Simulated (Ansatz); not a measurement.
# 3-layer blue phosphorene (AA') in a perpendicular field, part 2 of 3

Wanted: the out-of-plane response of the 3-layer blue phosphorene (AA'). A positive field points along +c.

Ansatz 0.2.0; plane-wave DFT, PBE-D3(BJ), Ansatz PAW.

So far. Step 2 (Relaxation): The lattice constant a goes from 3.280 to 3.249 Å.

**3. Single point, field 0, start network**

A sawtooth potential applies the field, turning back in the middle of the vacuum. With the dipole correction the typed value is the field outside the slab. The induced dipole is small, so the SCF threshold is tight.

The cell differs from the one that the last finished run ended in (c 51.220 → 29.560 Å).

File input.yaml:

```yaml
crystal:
  lattice:
    - [3.2488749968, 0.0, 0.0]
    - [-1.6244374984, 2.813608281, 0.0]
    - [0.0, 0.0, 29.560332899]
  atoms:
    - { symbol: P, position: [0.6666666667, 0.3333333333, 0.3044620651] }
    - { symbol: P, position: [0.3333333333, 0.6666666667, 0.3466342737] }
    - { symbol: P, position: [0.3333333333, 0.6666666667, 0.4789168238] }
    - { symbol: P, position: [0.6666666667, 0.3333333333, 0.5210831762] }
    - { symbol: P, position: [0.6666666667, 0.3333333333, 0.6533657263] }
    - { symbol: P, position: [0.3333333333, 0.6666666667, 0.6955379349] }
kpoints:
  mp_grid: { grid: [18, 18, 1] }
  band_path:
    path: [[0, 0, 0], [0.5, 0, 0], [0.33333333, 0.33333333, 0], [0, 0, 0]]
    npoints: 16
hamiltonian:
  xc: pbe
  dispersion: d3bj
scf:
  occupations: { method: fermi_dirac, width: 0.02585 }
  convergence: { dr2_threshold: 1.0e-10 }
efield:
  axis: 3
  dipole_correction: true
  ramp_position: 0.97
  ramp_width: 0.06
  amplitude: 0
output:
  dos: { projected: true, e_range: [-6, 5] }
  write_potential: true
  write_density: true
  volumetric_format: npy
  elf: true
```

On the command line:

```sh
$ ansatz run input.yaml --threads 2 --pin off --max-ram 4096MiB --backend cpu --events-out ev --progress --plain --runs-dir out
```

Numbers of over 12 decimals in the logs are rounded to 6 here.

Log:

```text
[...]
Crystal: 6 atoms, lattice volume = 270.213 Å³
Basis set: ecut = 420 eV, 5379 PW (Γ)
Bands: 21, of which v1, the nominal top of the filled ones, is band 15 counted from 1 (14 counted from 0)
Symmetry: 6 space group operations
k-points: 37 of 324 (time reversal used)
[...]
SCF iter   1: F=—  HF=-4535.462773 eV  |F-HF|=—  |Δ(HF+E_count)|=         —  Δρ=1.76e-3  dr2=1.92e-2  ethr=1.77e-3  p=0.000 e·Å  D=2.31e-14 V/Å  ΔV_dip=-0.00 eV  dr2_dipole=5.43e-9  V_vac-E_F(+/−)=4.91/4.91 eV  ⟨swp⟩=11.4  Hψ=6201  notcnv=0
efield: sawtooth ramp at fractional position 0.9700 (set: `efield.ramp_position`, or a place that a band, a saddle search or an elastic batch's reference lends), width 0.0600; the density the first Hamiltonian is built on has a dipole p = 0.000 e·Å; the dipole correction subtracts the counter field D = 2.31e-14 V/Å, which shifts the + side's vacuum level by -0.00 eV against the − side's; the planar-averaged density in the ramp window peaks in size at 2.8e-6 e/Å³
[...]
SCF iter   2: F=—  HF=-4535.470109 eV  |F-HF|=—  |Δ(HF+E_count)|=   7.34e-3  Δρ=1.84e-3  dr2=7.76e-2  ethr=6.39e-5  p=-0.000 e·Å  D=-4.26e-5 V/Å  ΔV_dip=0.00 eV  dr2_dipole=6.41e-8  V_vac-E_F(+/−)=5.26/5.26 eV  ⟨swp⟩=4.7  Hψ=2154  notcnv=0  defer=66
[...]
SCF iter  12: F=-4535.460686 eV  HF=-4535.460686 eV  |F-HF|=5.46e-12  |Δ(HF+E_count)|=  1.87e-10  Δρ=8.29e-8  dr2=3.80e-11  ethr=1.00e-12  p=0.000 e·Å  D=1.71e-7 V/Å  ΔV_dip=-0.00 eV  dr2_dipole=6.95e-13  V_vac-E_F(+/−)=5.06/5.06 eV  ⟨swp⟩=8.6  Hψ=3458  notcnv=0
SCF 1 converged in 12 iterations: F = -4535.460686 eV  dr2 = 3.80e-11
[...]
NSCF: frozen V_eff on 49 k-points
efield: sawtooth ramp at fractional position 0.9700 (kept from the solve that this one continues, or follows in the run), width 0.0600; the density the first Hamiltonian is built on has a dipole p = 0.000 e·Å; the dipole correction subtracts the counter field D = 1.71e-7 V/Å, which shifts the + side's vacuum level by -0.00 eV against the − side's; the planar-averaged density in the ramp window peaks in size at 7.6e-8 e/Å³
WARN: The output density's exchange-correlation potential varies sharply where the density is thin. Do not read a vacuum level from v_tot or v_xc, or from such a field of the output density. On a cell that repeats whose density bears no net charge and no dipole along the vacuum's axis use v_es (v_loc + v_h of the components); under efield.dipole_correction with no amplitude use v_es + v_field, which holds any externa [...]
SCF converged after 12 iterations
Free energy (F): -4535.460686 eV
[...]
Internal energy: -4535.460686 eV  (E = F + TS)
E sigma→0 (E₀):  -4535.460686 eV
Fermi energy:    0.208622 eV
Dipole field:    D = -0.000001 V/Å  (p = -0.000001 e·Å, saw-weighted, corrected)
Work function:   Φ+ = 5.0551 eV   Φ− = 5.0551 eV
Levels:          The Fermi level and band energies are counted from a zero that moves with the ramp; work functions are not
[...]
--- Band table (eV; the first three rows and the last of 37) ---
  k-point 0: bands = [... 11 lower, -0.9303, -0.9266, -0.9266, -0.6916, 3.0692, 3.0692, 3.0854, 3.0973, ... 2 higher]
  k-point 1: bands = [... 11 lower, -1.0669, -1.0520, -1.0482, -0.6652, 2.9229, 2.9577, 2.9800, 3.2224, ... 2 higher]
  k-point 2: bands = [... 11 lower, -1.3584, -1.3543, -1.2771, -0.5977, 2.5380, 2.5833, 2.6188, 3.6002, ... 2 higher]
  k-point 36: bands = [... 11 lower, -2.6606, -2.6606, -2.4360, -2.4360, 0.9594, 1.1784, 1.3912, 4.1116, ... 2 higher]
```

Elapsed: 35 s, on 2 threads of AMD EPYC (Zen 3), shared host; peak memory 0.59 GiB.

Numbers from this step:

* gap on the k-mesh: 1.279 eV
* dipole along the normal: -1.18e-6 e·Å
* gap along the path: 1.264 eV
* smallest direct gap along the path: 1.623 eV
* ionisation energy, upper face: 5.707 eV
* electron affinity, upper face: 4.444 eV
* gap, the smaller of path and mesh: 1.264 eV

Running mean over a fixed 2.5 Å (it still follows the layers) of the planar mean; the ramp of the sawtooth is left out. Electron's electrostatic potential energy less the Fermi level against z:

z (Å), electron's electrostatic potential energy less the Fermi level (eV) and a bar from the least value:
```
        4        5.1 ##############################
        5        5.1 ##############################
        6        5.0 ##############################
        7        4.2 ############################
        8       -1.4 #################
        9       -7.8 #####
       10       -9.2 ##
       11       -3.0 ##############
       12        2.8 ##########################
       13       -0.4 ###################
       14       -6.7 #######
       15       -9.9 #
       16       -4.0 ############
       17        2.3 #########################
       18        0.6 #####################
       19       -5.7 #########
       20      -10.3 
       21       -4.9 ###########
       22        1.7 #######################
       23        4.8 ##############################
       24        5.0 ##############################
       25        5.1 ##############################
       26        5.1 ##############################
```

The density of states has structure finer than the step of the table below, so its rows give means over 0.25 eV, whole bins alone (the curve runs from -6 to 2.52 eV). Peaks (eV: height): -5.060: 9.05, -1.670: 8.56, -1.620: 8.98, -1.180: 6.27, -0.680: 10.2, 1.880: 5.97, 2.130: 5.85.

Density of states against energy, zero at the Fermi level of the run, which the smearing sets inside the gap; means over each step:

energy (eV), density of states (states/eV a cell) and a bar:
```
    -5.75        1.0 #####
    -5.50        1.6 ########
    -5.25        4.6 ########################
    -5.00        5.8 ##############################
    -4.75        3.2 #################
    -4.50        3.2 #################
    -4.25        3.0 ###############
    -4.00        3.5 ##################
    -3.75        3.9 ####################
    -3.50        4.3 ######################
    -3.25        3.0 ###############
    -3.00        1.9 ##########
    -2.75        2.3 ############
    -2.50        3.5 ##################
    -2.25        4.3 ######################
    -2.00        4.3 ######################
    -1.75        5.6 #############################
    -1.50        3.4 ##################
    -1.25        4.0 #####################
    -1.00        0.9 ####
    -0.75        3.2 ################
    -0.50        0.0 
    -0.25        0.0 
     0.00        0.0 
     0.25        0.0 
     0.50        0.0 
     0.75        0.8 ####
     1.00        2.5 #############
     1.25        3.4 ##################
     1.50        4.0 ####################
     1.75        3.7 ###################
     2.00        4.4 #######################
     2.25        3.9 ####################
```

Projected DOS per atom over height of the atomic layer and energy from the Fermi level. Layers: P P P P P P from below.

Values in states/eV, 22 rows by 6 columns, each cell a mean:
```
0.57 0.57 0.48 0.48 0.57 0.57
0.65 0.65 0.62 0.62 0.65 0.65
0.56 0.55 0.59 0.59 0.55 0.56
0.47 0.47 0.46 0.46 0.47 0.47
0.15 0.14 0.19 0.19 0.14 0.15
0.00 0.00 0.00 0.00 0.00 0.00
0.00 0.00 0.00 0.00 0.00 0.00
0.00 0.00 0.00 0.00 0.00 0.00
0.25 0.26 0.49 0.49 0.26 0.25
0.53 0.53 0.22 0.22 0.53 0.53
0.71 0.69 0.60 0.60 0.69 0.71
0.71 0.69 0.83 0.83 0.69 0.71
0.71 0.72 0.65 0.65 0.72 0.71
0.38 0.36 0.47 0.47 0.36 0.38
0.36 0.35 0.35 0.35 0.35 0.36
0.67 0.67 0.67 0.67 0.67 0.67
0.61 0.63 0.61 0.61 0.63 0.61
0.49 0.50 0.50 0.50 0.50 0.49
0.51 0.52 0.52 0.52 0.52 0.51
0.91 0.91 0.84 0.84 0.91 0.91
0.36 0.38 0.46 0.46 0.38 0.36
0.16 0.16 0.16 0.16 0.16 0.16
```
Columns: height of the atomic layer (Å) from 9 to 20.6 (not evenly spaced); rows upwards: energy from the Fermi level (eV) from -5.96 to 2.5.

Electronic bands along the path, in eV, zero at the Fermi level of the run, which the smearing sets inside the gap:

```
  point  band 12  band 13  band 14  band 15  band 16  band 17  band 18  band 19
      Γ    -1.14    -1.14    -1.14    -0.90     2.86     2.86     2.88     2.89
halfway    -2.52    -1.71    -1.20    -0.70     1.07     1.19     1.32     3.73
      M    -3.35    -2.77    -2.53    -2.31     0.83     0.93     0.99     1.87
halfway    -3.51    -2.68    -2.45    -2.24     1.52     1.82     2.09     3.06
      K    -2.87    -2.87    -2.64    -2.64     0.75     0.97     1.18     3.90
halfway    -3.84    -1.61    -1.15    -0.70     2.18     2.42     2.72     3.08
      Γ    -1.14    -1.14    -1.14    -0.90     2.86     2.86     2.88     2.89
```

Electrostatic potential energy in the ca plane at fractional y = 0.333, with atoms of P within 0.2 Å of it. With pseudopotentials it is smooth inside the atoms' cores, unlike the true potential.

Ten even steps from '0' (-58 eV) to '9' (5 eV), each cell a mean:
```
78899999999998875679999998656889999999999999
27899999999998720048999996201589999999999999
06899999999998610038999985000489999999999999
37899999999998730158999997201589999999999999
78899999999998876689999998766888999999999999
88889999999988888999999999988888899999999999
88788999999887889999999999999877899999999999
88889999999988888899999999988888899999999999
```
Columns run along c (16.0 Å, from fractional 0.32 to 0.86 of the cell; values clipped at the 3rd and 97th percentile), rows up along a (3.2 Å). Atoms in or near the plane, at fractional coordinates: P at (0.52, 0.67), P at (0.65, 0.67).

ELF in the ca plane at fractional y = 0.333, with atoms of P within 0.2 Å of it. It is the smooth field of the valence electrons, not physical close to the nuclei.

Ten even steps from '0' (0.00) to '9' (0.97), each cell a mean:
```
77543210002345777788610488877765321000000000
56421000000024652499820699713652100000000000
25310000000013520189820699500442000000000000
56421000000124653499820699724653100000000000
77654310013446777788510378877765432100000000
66667630036766665443100023445666775310000000
45678740037876543110000000124566787420000000
66667620026766665543200134456666765310000000
```
Columns run along c (16.0 Å, from fractional 0.32 to 0.86 of the cell), rows up along a (3.2 Å). Atoms in or near the plane, at fractional coordinates: P at (0.52, 0.67), P at (0.65, 0.67).

Valence density in the ca plane at fractional y = 0.333, with atoms of P within 0.2 Å of it. It is the smooth field of the valence electrons, not physical close to the nuclei.

Ten even steps from '0' (0.00 e/Å³) to '9' (0.72 e/Å³), each cell a mean:
```
86421000000124688752100014688753210000000000
87310000000013785795200138857852100000000000
67310000000013661496200149714752100000000000
97421000000123796785100137868852100000000000
86431000000134688752100013678753210000000000
55542100001245554311000001234554310000000000
45553100001345542110000000123455420000000000
55542100001245554321000001245554310000000000
```
Columns run along c (16.0 Å, from fractional 0.32 to 0.86 of the cell), rows up along a (3.2 Å). Atoms in or near the plane, at fractional coordinates: P at (0.52, 0.67), P at (0.65, 0.67).

The gap is 1.26 eV, with the valence edge 5.71 eV and the conduction edge 4.44 eV under the upper vacuum level.

**4. Atoms held, field 0.05 V/Å**

input.yaml, as its differences from that of step 3:

```diff
@@ -28,5 +28,4 @@
   ramp_width: 0.06
-  amplitude: 0
+  amplitude: 0.05
 output:
-  dos: { projected: true, e_range: [-6, 5] }
   write_potential: true
@@ -34,2 +33 @@
   volumetric_format: npy
-  elf: true
```

Log:

```text
[...]
Crystal: 6 atoms, lattice volume = 270.213 Å³
Basis set: ecut = 420 eV, 5379 PW (Γ)
Bands: 21, of which v1, the nominal top of the filled ones, is band 15 counted from 1 (14 counted from 0)
Symmetry: 6 space group operations
k-points: 37 of 324 (time reversal used)
[...]
k-point 0: bands = [... 11 lower, -0.9413, -0.8619, -0.8619, -0.6883, 3.0251, 3.0251, 3.0508, 3.0862, ... 2 higher]
  k-point 1: bands = [... 11 lower, -1.1208, -1.0630, -0.9836, -0.6619, 2.8823, 2.9478, 3.0301, 3.1792, ... 2 higher]
  k-point 2: bands = [... 11 lower, -1.3694, -1.2899, -1.2769, -0.5943, 2.5027, 2.5756, 2.6614, 3.5599, ... 2 higher]
  k-point 36: bands = [... 11 lower, -2.7289, -2.5936, -2.4658, -2.4003, 0.9496, 1.1766, 1.4025, 4.1005, ... 2 higher]
[key lines of the parts left out:]
SCF converged after 14 iterations
Free energy (F): -4535.461403 eV
Fermi energy:    0.205435 eV
Dipole field:    D = 0.019207 V/Å  (p = 0.028682 e·Å, saw-weighted, corrected)
```

It took 37 s on 2 threads; peak memory 0.56 GiB; 70 s of CPU time.

The dipole is 0.0287 e·Å, and the gap 1.249 eV.

**5. Single point, field -0.05 V/Å**

input.yaml, as its differences from that of step 4:

```diff
@@ -28,3 +28,3 @@
   ramp_width: 0.06
-  amplitude: 0.05
+  amplitude: -0.05
 output:
```

Log:

```text
[...]
Crystal: 6 atoms, lattice volume = 270.213 Å³
Basis set: ecut = 420 eV, 5379 PW (Γ)
Bands: 21, of which v1, the nominal top of the filled ones, is band 15 counted from 1 (14 counted from 0)
Symmetry: 6 space group operations
k-points: 37 of 324 (time reversal used)
[...]
k-point 0: bands = [... 11 lower, -0.9413, -0.8619, -0.8619, -0.6883, 3.0251, 3.0251, 3.0508, 3.0862, ... 2 higher]
  k-point 1: bands = [... 11 lower, -1.1208, -1.0630, -0.9836, -0.6619, 2.8823, 2.9478, 3.0301, 3.1792, ... 2 higher]
  k-point 2: bands = [... 11 lower, -1.3694, -1.2899, -1.2769, -0.5943, 2.5027, 2.5756, 2.6614, 3.5599, ... 2 higher]
  k-point 36: bands = [... 11 lower, -2.7289, -2.5936, -2.4658, -2.4003, 0.9496, 1.1766, 1.4025, 4.1005, ... 2 higher]
[key lines of the parts left out:]
SCF converged after 13 iterations
Free energy (F): -4535.461403 eV
Fermi energy:    0.205435 eV
Dipole field:    D = -0.019208 V/Å  (p = -0.028682 e·Å, saw-weighted, corrected)
```

Wall time 35 s (2 threads); peak memory 0.56 GiB; 68 s of CPU time.

The dipole is -0.0287 e·Å, and the gap 1.249 eV.

**6. Atoms held, field 0.1 V/Å**

input.yaml, as its differences from that of step 5:

```diff
@@ -26,5 +26,5 @@
   dipole_correction: true
-  ramp_position: 0.97
-  ramp_width: 0.06
-  amplitude: -0.05
+  ramp_position: 0.9584
+  ramp_width: 0.0832
+  amplitude: 0.1
 output:
```

Log:

```text
[...]
Crystal: 6 atoms, lattice volume = 270.213 Å³
Basis set: ecut = 420 eV, 5379 PW (Γ)
Bands: 21, of which v1, the nominal top of the filled ones, is band 15 counted from 1 (14 counted from 0)
Symmetry: 6 space group operations
k-points: 37 of 324 (time reversal used)
[...]
k-point 0: bands = [... 11 lower, -0.9418, -0.7943, -0.7943, -0.6786, 2.9587, 2.9587, 2.9887, 3.0851, ... 2 higher]
  k-point 1: bands = [... 11 lower, -1.1890, -1.0635, -0.9160, -0.6521, 2.8171, 2.9463, 3.0958, 3.1130, ... 2 higher]
  k-point 2: bands = [... 11 lower, -1.3699, -1.2764, -1.2223, -0.5843, 2.4403, 2.5734, 2.7250, 3.4948, ... 2 higher]
  k-point 36: bands = [... 11 lower, -2.7938, -2.5394, -2.4790, -2.3604, 0.9220, 1.1724, 1.4331, 4.0812, ... 2 higher]
[key lines of the parts left out:]
SCF converged after 13 iterations
Free energy (F): -4535.463554 eV
Fermi energy:    0.196991 eV
Dipole field:    D = 0.038415 V/Å  (p = 0.057365 e·Å, saw-weighted, corrected)
```

The job ended after 35 s (2 threads; peak memory 0.57 GiB).

The dipole is 0.0574 e·Å, and the gap 1.207 eV.

**7. Atoms held, field -0.1 V/Å**

input.yaml, as its differences from that of step 6:

```diff
@@ -28,3 +28,3 @@
   ramp_width: 0.0832
-  amplitude: 0.1
+  amplitude: -0.1
 output:
```

Log:

```text
[...]
Crystal: 6 atoms, lattice volume = 270.213 Å³
Basis set: ecut = 420 eV, 5379 PW (Γ)
Bands: 21, of which v1, the nominal top of the filled ones, is band 15 counted from 1 (14 counted from 0)
Symmetry: 6 space group operations
k-points: 37 of 324 (time reversal used)
[...]
k-point 0: bands = [... 11 lower, -0.9417, -0.7942, -0.7942, -0.6786, 2.9587, 2.9587, 2.9887, 3.0851, ... 2 higher]
  k-point 1: bands = [... 11 lower, -1.1890, -1.0635, -0.9160, -0.6521, 2.8170, 2.9463, 3.0958, 3.1130, ... 2 higher]
  k-point 2: bands = [... 11 lower, -1.3699, -1.2764, -1.2223, -0.5843, 2.4403, 2.5734, 2.7250, 3.4948, ... 2 higher]
  k-point 36: bands = [... 11 lower, -2.7938, -2.5394, -2.4790, -2.3604, 0.9220, 1.1724, 1.4331, 4.0812, ... 2 higher]
[key lines of the parts left out:]
SCF converged after 13 iterations
Free energy (F): -4535.463554 eV
Fermi energy:    0.196991 eV
Dipole field:    D = -0.038417 V/Å  (p = -0.057367 e·Å, saw-weighted, corrected)
```

Elapsed: 38 s, on 2 threads; peak memory 0.57 GiB.

The dipole is -0.0574 e·Å, and the gap 1.207 eV.

**8. Single point, field 0.2 V/Å**

input.yaml, as its differences from that of step 7:

```diff
@@ -28,3 +28,3 @@
   ramp_width: 0.0832
-  amplitude: -0.1
+  amplitude: 0.2
 output:
```

Log:

```text
[...]
Crystal: 6 atoms, lattice volume = 270.213 Å³
Basis set: ecut = 420 eV, 5379 PW (Γ)
Bands: 21, of which v1, the nominal top of the filled ones, is band 15 counted from 1 (14 counted from 0)
Symmetry: 6 space group operations
k-points: 37 of 324 (time reversal used)
[...]
k-point 0: bands = [... 11 lower, -0.9432, -0.6598, -0.6598, -0.6413, 2.8224, 2.8224, 2.8534, 3.0834, ... 2 higher]
  k-point 1: bands = [... 11 lower, -1.1067, -1.0650, -0.7815, -0.6144, 2.6811, 2.9444, 2.9768, 3.2290, ... 2 higher]
  k-point 2: bands = [... 11 lower, -1.3714, -1.2749, -1.0879, -0.5456, 2.3058, 2.5714, 2.8572, 3.3591, ... 2 higher]
  k-point 36: bands = [... 11 lower, -2.8187, -2.5554, -2.3712, -2.2706, 0.8314, 1.1646, 1.5273, 4.0227, ... 2 higher]
[key lines of the parts left out:]
SCF converged after 16 iterations
Free energy (F): -4535.472163 eV
Fermi energy:    0.173465 eV
Dipole field:    D = 0.076883 V/Å  (p = 0.114809 e·Å, saw-weighted, corrected)
```

Run time: 41 s. Hardware: 2 threads; peak memory 0.57 GiB; 80 s of CPU time.

The dipole is 0.115 e·Å, and the gap 1.066 eV.

**9. Atoms held, field -0.2 V/Å**

input.yaml, as its differences from that of step 8:

```diff
@@ -28,3 +28,3 @@
   ramp_width: 0.0832
-  amplitude: 0.2
+  amplitude: -0.2
 output:
```

Log:

```text
[...]
Crystal: 6 atoms, lattice volume = 270.213 Å³
Basis set: ecut = 420 eV, 5379 PW (Γ)
Bands: 21, of which v1, the nominal top of the filled ones, is band 15 counted from 1 (14 counted from 0)
Symmetry: 6 space group operations
k-points: 37 of 324 (time reversal used)
[...]
k-point 0: bands = [... 11 lower, -0.9432, -0.6598, -0.6598, -0.6413, 2.8224, 2.8224, 2.8534, 3.0834, ... 2 higher]
  k-point 1: bands = [... 11 lower, -1.1067, -1.0650, -0.7815, -0.6144, 2.6812, 2.9444, 2.9768, 3.2290, ... 2 higher]
  k-point 2: bands = [... 11 lower, -1.3714, -1.2749, -1.0879, -0.5456, 2.3058, 2.5714, 2.8572, 3.3591, ... 2 higher]
  k-point 36: bands = [... 11 lower, -2.8187, -2.5554, -2.3712, -2.2706, 0.8314, 1.1646, 1.5273, 4.0227, ... 2 higher]
[key lines of the parts left out:]
SCF converged after 16 iterations
Free energy (F): -4535.472163 eV
Fermi energy:    0.173465 eV
Dipole field:    D = -0.076883 V/Å  (p = -0.114808 e·Å, saw-weighted, corrected)
```

Run time: 42 s. Hardware: 2 threads; peak memory 0.56 GiB; 79 s of CPU time.

The dipole is -0.115 e·Å, and the gap 1.066 eV.

[end of part 2 of 3]

[Logs are printed without paths, hosts, clocks, repeated set-up lines and the standing remarks that a program may print on its own settings, such as how far it seeks lower states.]

[Hosts, paths, dates, database ids (printed as entryN), source tags and the programs' standing remarks are cut or masked in the printed files.]

[Maps of the electrostatic potential energy from Ansatz leave out the sawtooth potential of an applied field or a dipole correction, so their vacuum need not be flat; planar profiles and work functions include it.]
